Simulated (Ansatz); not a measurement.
# RuS2 (Laurite) (Pa-3) in Ansatz: a series of runs

The runs below take RuS2 (Laurite) through single point, with PBE.

All numbers are computed with Ansatz 0.2.0; they aren't measurements. Logs are shortened: lines on timing, memory, paths and dates and some standing lists are left out, and cuts for length are marked.

## 1. The crystal as given

It takes space group Pa-3 (No. 205, cubic). The conventional cell has a = 5.611 Å, b = 5.611 Å, c = 5.611 Å, α = 90.00°, β = 90.00°, γ = 90.00°. Around Ru (site symmetry -3) lie 6 S at 2.35 Å. S (site symmetry 3) is surrounded by 1 S at 2.17 Å and 3 Ru at 2.35 Å.

## 2. Single point, PBE, 13.83 Å³/atom (volume scaled by 0.94)

Contents of input.yaml:

```yaml
crystal:
  lattice:
    - [5.4960658216, 0.0, 0.0]
    - [0.0, 5.4960658216, 0.0]
    - [0.0, 0.0, 5.4960658216]
  atoms:
    - { symbol: Ru, position: [0.0, 0.5, 0.5] }
    - { symbol: Ru, position: [0.5, 0.5, 0.0] }
    - { symbol: Ru, position: [0.5, 0.0, 0.5] }
    - { symbol: Ru, position: [0.0, 0.0, 0.0] }
    - { symbol: S, position: [0.38831, 0.11169, 0.88831] }
    - { symbol: S, position: [0.11169, 0.88831, 0.38831] }
    - { symbol: S, position: [0.88831, 0.38831, 0.11169] }
    - { symbol: S, position: [0.61169, 0.61169, 0.61169] }
    - { symbol: S, position: [0.61169, 0.88831, 0.11169] }
    - { symbol: S, position: [0.88831, 0.11169, 0.61169] }
    - { symbol: S, position: [0.11169, 0.61169, 0.88831] }
    - { symbol: S, position: [0.38831, 0.38831, 0.38831] }
kpoints:
  mp_grid: { grid: [5, 5, 5] }
scf:
  occupations: { method: fermi_dirac, width: 0.05 }
hamiltonian:
  xc: pbe
  pseudopotentials: { kind: all_electron, lapw: { basis_error: 0.001 } }
output:
  forces: true
  stress: true
  eigenvalues: true
```

Potentials or basis: all-electron LAPW, scalar-relativistic.

Launch:

```console
> ansatz run input.yaml --threads 8 --pin off --max-ram 24576MiB --backend cpu --events-out ev --progress --plain --runs-dir out
```

The log of the run:

```text
Warning: RAYON_NUM_THREADS=8 ignored (pool sized by the plan → 8); use --threads N
LAPW: plane waves up to 8.846 Å⁻¹, error target 1.0e-3 eV per atom; small_component_spin mean_spin; S in spheres of 1.015 Å, 14 of its electrons in bands, Dirac shells []; Ru in spheres of 1.289 Å, 32 of its electrons in bands, Dirac shells [] (how accurate: hamiltonian.pseudopotentials.lapw.basis_error, Limitations)
Engine: ansatz 0.2.0, x86_64-unknown-linux-gnu
Pseudopotentials: kind: all_electron
Pseudopotential: Ru, LAPW, valence charge 32, lapw/all_electron/scalar/gaussian/Ru, Koelling and Harmon's equation, gaussian nucleus
Pseudopotential: S, LAPW, valence charge 14, lapw/all_electron/scalar/gaussian/S, Koelling and Harmon's equation, gaussian nucleus
Functional definition: PBE
  parameter kappa = 0.804
  parameter beta = 0.06672455060314922
  exchange = pbe_x(kappa = kappa, mu = beta*pi^2/3)
  correlation = pbe_c(beta = beta)
Crystal: 12 atoms, lattice volume = 166.018 Å³
Basis set: ecut = 298.11038138482536 eV, 1935 PW (Γ), exchange–correlation at level 2
Bands: 144, of which v1, the nominal top of the filled ones, is band 120 counted from 1 (119 counted from 0)
Symmetry: 24 space group operations
Space group: Pa-3 (ITA 205), of the structure as read, at distance tolerance 5.5e-5 Å
k-points: 11 of 125
[... 23 lines left out ...]
Internal energy: -580088.145403 eV  (E = F + TS)
E sigma→0 (E₀):  -580088.145436 eV
Entropy (-TS):   -0.000066 eV (-0.006 meV/atom)
Fermi energy:    16.574476 eV
--- Per-component energies (eV) ---
  E_band       = -30043.384013
  E_kinetic    = 600181.605635
  E_xc         = -20169.622456
  E_electrostatic = -1160100.128582  (all electrons and nuclei)
  E_smearing   = -0.000066  (= −TS)
  E_closure    = 0.000000  (closes the sum)
  E_atoms      = -580012.435090  (free atoms, spherical and without spin; not in F)
  Σ components = -580088.145469   (vs F -580088.145469, Δ=0.00e0)
  Basis errors (estimates in eV, not in F): energy 4.9e-4 per atom: plane waves 4.5e-4 (2.6e-4 summed), levels above the bands 1.1e-80, relativity 2.3e-8, radial functions 4.4e-5, core shells 1.1e-7; eigenvalues (radial functions only) 1.1e-6; not estimated: angular momenta, meshes, grids; target (lapw.basis_error) 1.0e-3; muffin-tin radii S 1.015 Å, Ru 1.289 Å
--- Forces (eV/Å), atoms counted from 1 ---
  atom   1  Ru     0.00000000    -0.00000000     0.00000000
  atom   2  Ru     0.00000000     0.00000000    -0.00000000
  atom   3  Ru     0.00000000    -0.00000000     0.00000000
  atom   4  Ru     0.00000000    -0.00000000     0.00000000
  atom   5  S     -0.16164146     0.16164146    -0.16164146
  atom   6  S      0.16164146    -0.16164146    -0.16164146
  atom   7  S     -0.16164146    -0.16164146     0.16164146
  atom   8  S      0.16164146     0.16164146     0.16164146
  atom   9  S      0.16164146    -0.16164146     0.16164146
  atom  10  S     -0.16164146     0.16164146     0.16164146
  atom  11  S      0.16164146     0.16164146    -0.16164146
  atom  12  S     -0.16164146    -0.16164146    -0.16164146
  max |Σ_I F_I| component: 5.55e-17 eV/Å
--- Stress (GPa, compression-positive) ---
       17.450718       0.000000       0.000000
        0.000000      17.450718       0.000000
        0.000000       0.000000      17.450718
  P = ⅓ Tr σ = 17.4507 GPa (174.507 kbar)
--- Band table (eV; the first three rows and the last of 11) ---
  k-point 0: bands = ["-426.3031", "-426.3031", "-426.3031", "-426.3031", "-426.3031", "-426.3031", "-426.3031", "-426.3031", "-426.2218", "-426.2218", "-426.2218", "-426.2218", "-252.3915", "-252.3915", "-252.3915", "-252.3915", "-252.3915", "-252.3915", "-252.3915", "-252.3915", "-252.3078", "-252.3078", "-252.3078", "-252.3078", "-252.3078", "-252.3078", "-252.3078", "-252.3078", "-252.2583", "-252.2583", "-252.2583", "-252.2583", "-190.1422", "-190.1422", "-190.1422", "-190.1422", "-190.1415", "-190.1415", "-190.1415", "-190.1415", "-135.0257", "-135.0257", "-135.0257", "-135.0257", "-135.0212", "-135.0212", "-135.0212", "-135.0212", "-134.8790", "-134.8790", "-134.8790", "-134.8790", "-134.8790", "-134.8790", "-134.8790", "-134.8790", "-134.8786", "-134.8786", "-134.8786", "-134.8786", "-134.8786", "-134.8786", "-134.8786", "-134.8786", "-55.6542", "-55.6527", "-55.6527", "-55.6527", "-25.8225", "-25.8225", "-25.8225", "-25.8090", "-25.8090", "-25.8046", "-25.8046", "-25.8046", "-25.6019", "-25.5974", "-25.5974", "-25.5974", "-0.5667", "1.0300", "1.0300", "1.0300", "4.2005", "4.2005", "4.2005", "5.3648", "8.9393", "8.9393", "8.9393", "10.6679", "10.6679", "10.6679", "10.9220", "10.9220", "10.9220", "11.2020", "11.4207", "11.4207", "11.5299", "11.5299", "11.9143", "11.9143", "11.9143", "13.5421", "13.5421", "13.5421", "14.2839", "14.2839", "14.2839", "15.2926", "15.2926", "15.4282", "15.4282", "15.4282", "15.5312", "15.5312", "15.5312", "15.8667", "16.8427", "19.1013", "19.1013", "19.1013", "19.1675", "19.1675", "19.1675", "21.4485", "21.4485", "21.4485", "21.7581", "21.7581", "23.1604", "23.1604", "23.1604", "24.5576", "24.5576", "24.6149", "25.1823", "25.1823", "25.1823", "25.8224", "25.8224", "25.8224"]
  k-point 1: bands = ["-426.3031", "-426.3031", "-426.3031", "-426.3031", "-426.3031", "-426.3031", "-426.3031", "-426.3031", "-426.2218", "-426.2218", "-426.2218", "-426.2218", "-252.3915", "-252.3915", "-252.3915", "-252.3915", "-252.3915", "-252.3915", "-252.3915", "-252.3915", "-252.3078", "-252.3078", "-252.3078", "-252.3078", "-252.3078", "-252.3078", "-252.3078", "-252.3078", "-252.2583", "-252.2583", "-252.2583", "-252.2583", "-190.1422", "-190.1422", "-190.1422", "-190.1422", "-190.1415", "-190.1415", "-190.1415", "-190.1415", "-135.0257", "-135.0257", "-135.0257", "-135.0257", "-135.0212", "-135.0212", "-135.0212", "-135.0212", "-134.8790", "-134.8790", "-134.8790", "-134.8790", "-134.8790", "-134.8790", "-134.8790", "-134.8790", "-134.8786", "-134.8786", "-134.8786", "-134.8786", "-134.8786", "-134.8786", "-134.8786", "-134.8786", "-55.6541", "-55.6528", "-55.6527", "-55.6527", "-25.8212", "-25.8212", "-25.8212", "-25.8103", "-25.8086", "-25.8059", "-25.8058", "-25.8051", "-25.6016", "-25.5979", "-25.5976", "-25.5976", "-0.4208", "0.8882", "1.0890", "1.0921", "4.1144", "4.1758", "4.1929", "5.0767", "8.9795", "9.0314", "9.0483", "10.1360", "10.1624", "10.6731", "10.7087", "10.9853", "11.0265", "11.1594", "11.2805", "11.4154", "11.4761", "11.5858", "12.2606", "12.4722", "12.6028", "13.0650", "13.1471", "14.0715", "14.4926", "14.6857", "14.8045", "15.0715", "15.2166", "15.3451", "15.4243", "15.4668", "15.4994", "15.5616", "15.7198", "15.9202", "17.3383", "18.7491", "18.9333", "19.0693", "19.0967", "19.2222", "19.4700", "20.6924", "21.0677", "21.1666", "21.2234", "21.4935", "23.0656", "23.5038", "23.6089", "23.7373", "24.2800", "24.4751", "25.0239", "25.4365", "25.4554", "25.7111", "26.0321", "26.1941"]
  k-point 2: bands = ["-426.3031", "-426.3031", "-426.3031", "-426.3031", "-426.3031", "-426.3031", "-426.3031", "-426.3031", "-426.2218", "-426.2218", "-426.2218", "-426.2218", "-252.3915", "-252.3915", "-252.3915", "-252.3915", "-252.3915", "-252.3915", "-252.3915", "-252.3915", "-252.3078", "-252.3078", "-252.3078", "-252.3078", "-252.3078", "-252.3078", "-252.3078", "-252.3078", "-252.2583", "-252.2583", "-252.2583", "-252.2583", "-190.1422", "-190.1422", "-190.1422", "-190.1422", "-190.1415", "-190.1415", "-190.1415", "-190.1415", "-135.0257", "-135.0257", "-135.0257", "-135.0257", "-135.0212", "-135.0212", "-135.0212", "-135.0212", "-134.8790", "-134.8790", "-134.8790", "-134.8790", "-134.8790", "-134.8790", "-134.8790", "-134.8790", "-134.8786", "-134.8786", "-134.8786", "-134.8786", "-134.8786", "-134.8786", "-134.8786", "-134.8786", "-55.6537", "-55.6532", "-55.6527", "-55.6527", "-25.8185", "-25.8184", "-25.8179", "-25.8137", "-25.8085", "-25.8084", "-25.8075", "-25.8062", "-25.6006", "-25.5992", "-25.5978", "-25.5978", "-0.0248", "0.4844", "1.1943", "1.1980", "4.0489", "4.1057", "4.2546", "4.5635", "8.9772", "9.0042", "9.1237", "9.4509", "9.9518", "10.2871", "11.0331", "11.0505", "11.0595", "11.1884", "11.2748", "11.5429", "11.7089", "11.9496", "12.3199", "12.4394", "12.8013", "13.1989", "13.6330", "13.6388", "14.7018", "14.7369", "14.9448", "15.1818", "15.4145", "15.4392", "15.4774", "15.5014", "15.7398", "15.9393", "15.9446", "16.1216", "18.2584", "18.3229", "18.7427", "18.9016", "19.3647", "19.3922", "19.7156", "19.7185", "20.2357", "20.4407", "20.8850", "20.9979", "22.8153", "22.8508", "23.3488", "23.5765", "24.1677", "24.2394", "25.0458", "25.0885", "25.3477", "25.6057", "25.7346", "26.2856"]
  k-point 10: bands = ["-426.3031", "-426.3031", "-426.3031", "-426.3031", "-426.3031", "-426.3031", "-426.3031", "-426.3031", "-426.2218", "-426.2218", "-426.2218", "-426.2218", "-252.3915", "-252.3915", "-252.3915", "-252.3915", "-252.3915", "-252.3915", "-252.3915", "-252.3915", "-252.3078", "-252.3078", "-252.3078", "-252.3078", "-252.3078", "-252.3078", "-252.3078", "-252.3078", "-252.2583", "-252.2583", "-252.2583", "-252.2583", "-190.1422", "-190.1422", "-190.1422", "-190.1422", "-190.1415", "-190.1415", "-190.1415", "-190.1415", "-135.0257", "-135.0257", "-135.0257", "-135.0257", "-135.0212", "-135.0212", "-135.0212", "-135.0212", "-134.8790", "-134.8790", "-134.8790", "-134.8790", "-134.8790", "-134.8790", "-134.8790", "-134.8790", "-134.8786", "-134.8786", "-134.8786", "-134.8786", "-134.8786", "-134.8786", "-134.8786", "-134.8786", "-55.6532", "-55.6530", "-55.6530", "-55.6530", "-25.8220", "-25.8210", "-25.8210", "-25.8202", "-25.8050", "-25.8050", "-25.8038", "-25.8038", "-25.5989", "-25.5986", "-25.5985", "-25.5985", "0.8427", "1.0758", "1.0831", "1.0831", "3.5164", "3.5164", "3.5933", "3.6426", "8.9554", "9.1873", "9.1873", "9.2754", "10.0769", "10.0769", "10.4947", "10.4947", "10.7457", "11.1728", "11.1728", "11.2760", "13.4366", "13.5247", "13.5247", "13.6587", "13.6587", "14.0456", "14.2038", "14.2038", "14.5545", "14.5545", "14.7228", "14.7723", "14.7723", "15.1151", "15.1151", "15.1166", "15.3480", "15.6443", "15.6443", "15.6744", "18.6278", "18.9184", "18.9666", "18.9666", "19.5357", "19.5357", "19.8688", "19.8688", "19.9980", "20.1075", "20.2953", "20.2953", "23.0726", "23.1539", "23.1539", "23.8021", "24.6736", "24.6736", "24.7875", "25.2780", "25.2780", "25.3883", "25.5845", "25.5845"]
```

It took 15 s on 8 threads of Intel Xeon Platinum 8259CL at 2.50GHz (Skylake/Cascade Lake), shared host; peak memory 1.6 GiB.

Results:

```yaml
Free_energy: -580088.1455 eV
Pressure: 17.5 GPa
Largest_force: 0.280 eV/Å
Band_gap_on_the_k_mesh: 0.72 eV, indirect (least direct gap 0.98 eV)
```

Caveat: an odd mesh through Γ misses points on the zone boundary, where band edges often lie.

## 3. Single point, PBE, 14.13 Å³/atom (volume scaled by 0.96)

input.yaml, as its differences from that of step 2:

```diff
@@ -2,5 +2,5 @@
   lattice:
-    - [5.4960658216, 0.0, 0.0]
-    - [0.0, 5.4960658216, 0.0]
-    - [0.0, 0.0, 5.4960658216]
+    - [5.5347717857, 0.0, 0.0]
+    - [0.0, 5.5347717857, 0.0]
+    - [0.0, 0.0, 5.5347717857]
   atoms:
```

Potentials or basis: all-electron LAPW, scalar-relativistic.

Launch:

```console
> ansatz run input.yaml --threads 8 --pin off --max-ram 24576MiB --backend cpu --events-out ev --progress --plain --runs-dir out
```

Run time: 15 s. Hardware: 8 threads of Intel Xeon Platinum 8259CL at 2.50GHz (Skylake/Cascade Lake), shared host; peak memory 1.6 GiB.

The run converged. Its results:

```yaml
Free_energy: -580088.4727 eV
Pressure: 12.3 GPa
Largest_force: 0.274 eV/Å
Band_gap_on_the_k_mesh: 0.73 eV, indirect (least direct gap 0.97 eV)
```

Caveat: an odd mesh through Γ misses points on the zone boundary, where band edges often lie.

## 4. Single point, PBE, 14.42 Å³/atom (volume scaled by 0.98)

input.yaml, as its differences from that of step 3:

```diff
@@ -2,5 +2,5 @@
   lattice:
-    - [5.5347717857, 0.0, 0.0]
-    - [0.0, 5.5347717857, 0.0]
-    - [0.0, 0.0, 5.5347717857]
+    - [5.5729438318, 0.0, 0.0]
+    - [0.0, 5.5729438318, 0.0]
+    - [0.0, 0.0, 5.5729438318]
   atoms:
```

Launch:

```console
> ansatz run input.yaml --threads 8 --pin off --max-ram 24576MiB --backend cpu --events-out ev --progress --plain --runs-dir out
```

Wall time 15 s (8 threads of Intel Xeon Platinum 8259CL at 2.50GHz (Skylake/Cascade Lake), shared host); peak memory 1.6 GiB.

Results (log left out):

| Property | Result |
| --- | --- |
| Free energy | -580088.6938 eV |
| Pressure | 7.8 GPa |
| Largest force | 0.266 eV/Å |
| Band gap on the k mesh | 0.74 eV, indirect (least direct gap 0.97 eV) |

Caveat: an odd mesh through Γ misses points on the zone boundary, where band edges often lie.

## 5. Single point, PBE, 14.72 Å³/atom

input.yaml, as its differences from that of step 4:

```diff
@@ -2,5 +2,5 @@
   lattice:
-    - [5.5729438318, 0.0, 0.0]
-    - [0.0, 5.5729438318, 0.0]
-    - [0.0, 0.0, 5.5729438318]
+    - [5.6106, 0.0, 0.0]
+    - [0.0, 5.6106, 0.0]
+    - [0.0, 0.0, 5.6106]
   atoms:
```

Launch:

```console
> ansatz run input.yaml --threads 8 --pin off --max-ram 24576MiB --backend cpu --events-out ev --progress --plain --runs-dir out
```

Wall time 14 s (8 threads of Intel Xeon Platinum 8259CL at 2.50GHz (Skylake/Cascade Lake), shared host); peak memory 1.5 GiB.

It converged, with:

* Free energy: -580088.8203 eV
* Pressure: 3.8 GPa
* Largest force: 0.258 eV/Å
* Band gap on the k mesh: 0.75 eV, indirect (least direct gap 0.97 eV)

Caveat: an odd mesh through Γ misses points on the zone boundary, where band edges often lie.

## 6. Single point, PBE, 15.01 Å³/atom (volume scaled by 1.02)

input.yaml, as its differences from that of step 5:

```diff
@@ -2,5 +2,5 @@
   lattice:
-    - [5.6106, 0.0, 0.0]
-    - [0.0, 5.6106, 0.0]
-    - [0.0, 0.0, 5.6106]
+    - [5.6477573743, 0.0, 0.0]
+    - [0.0, 5.6477573743, 0.0]
+    - [0.0, 0.0, 5.6477573743]
   atoms:
```

Potentials or basis: all-electron LAPW, scalar-relativistic.

Launch:

```console
> ansatz run input.yaml --threads 8 --pin off --max-ram 24576MiB --backend cpu --events-out ev --progress --plain --runs-dir out
```

Wall time 14 s (8 threads of Intel Xeon Platinum 8259CL at 2.50GHz (Skylake/Cascade Lake), shared host); peak memory 1.4 GiB.

The run converged. Its results:

- Free energy: -580088.8627 eV
- Pressure: 0.1 GPa
- Largest force: 0.249 eV/Å
- Band gap on the k mesh: 0.75 eV, indirect (least direct gap 0.96 eV)

Caveat: an odd mesh through Γ misses points on the zone boundary, where band edges often lie.

## 7. Single point, PBE, 15.31 Å³/atom (volume scaled by 1.04)

input.yaml, as its differences from that of step 6:

```diff
@@ -2,5 +2,5 @@
   lattice:
-    - [5.6477573743, 0.0, 0.0]
-    - [0.0, 5.6477573743, 0.0]
-    - [0.0, 0.0, 5.6477573743]
+    - [5.6844321511, 0.0, 0.0]
+    - [0.0, 5.6844321511, 0.0]
+    - [0.0, 0.0, 5.6844321511]
   atoms:
```

Launch:

```console
> ansatz run input.yaml --threads 8 --pin off --max-ram 24576MiB --backend cpu --events-out ev --progress --plain --runs-dir out
```

Run time: 14 s. Hardware: 8 threads of Intel Xeon Platinum 8259CL at 2.50GHz (Skylake/Cascade Lake), shared host; peak memory 1.4 GiB.

Results (log left out):

| Quantity | Value |
| --- | --- |
| Free energy | -580088.8298 eV |
| Pressure | -3.1 GPa |
| Largest force | 0.238 eV/Å |
| Band gap on the k mesh | 0.76 eV, indirect (least direct gap 0.95 eV) |

Caveat: an odd mesh through Γ misses points on the zone boundary, where band edges often lie.

## 8. Single point, PBE, 15.60 Å³/atom (volume scaled by 1.06)

input.yaml, as its differences from that of step 7:

```diff
@@ -2,5 +2,5 @@
   lattice:
-    - [5.6844321511, 0.0, 0.0]
-    - [0.0, 5.6844321511, 0.0]
-    - [0.0, 0.0, 5.6844321511]
+    - [5.7206397015, 0.0, 0.0]
+    - [0.0, 5.7206397015, 0.0]
+    - [0.0, 0.0, 5.7206397015]
   atoms:
```

Launch:

```console
> ansatz run input.yaml --threads 8 --pin off --max-ram 24576MiB --backend cpu --events-out ev --progress --plain --runs-dir out
```

It took 14 s on 8 threads of Intel Xeon Platinum 8259CL at 2.50GHz (Skylake/Cascade Lake), shared host; peak memory 1.4 GiB.

Results (log left out):

| Property | Result |
| --- | --- |
| Free energy | -580088.7301 eV |
| Pressure | -5.9 GPa |
| Largest force | 0.227 eV/Å |
| Band gap on the k mesh | 0.76 eV, indirect (least direct gap 0.95 eV) |

Caveat: an odd mesh through Γ misses points on the zone boundary, where band edges often lie.
